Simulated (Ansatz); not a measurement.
# Strain response of Al3Cu2

All numbers below come from DFT PBEsol, scalar-relativistic, plane waves, PAW (Ansatz). Run with 420 eV cutoff, 12×12×8 k-mesh, Gaussian smearing of 0.10 eV, no spin polarisation.

Reference structure (relaxed):

```
Al Cu
1.0
     4.09859    0.00000    0.00000
    -2.04929    3.54948    0.00000
     0.00000    0.00000    4.98210
Al Cu
3 2
Direct
  0.00000 0.00000 0.00000
  0.33333 0.66667 0.35151
  0.66667 0.33333 0.64849
  0.33333 0.66667 0.84229
  0.66667 0.33333 0.15771
```

Deformation: all cell vectors scaled alike, the atoms relaxed, all within the symmetry that the strain leaves. Energies are extrapolated to zero smearing.

Give the structure at +3.0 %.

```
Al Cu
1.0
     4.22154    0.00000    0.00000
    -2.11077    3.65596    0.00000
     0.00000    0.00000    5.13156
Al Cu
3 2
Direct
  0.00000 0.00000 0.00000
  0.33333 0.66667 0.35029
  0.66667 0.33333 0.64971
  0.33333 0.66667 0.84152
  0.66667 0.33333 0.15848
```
Space group P-3m1 (164), 37.3 meV/atom over the relaxed crystal.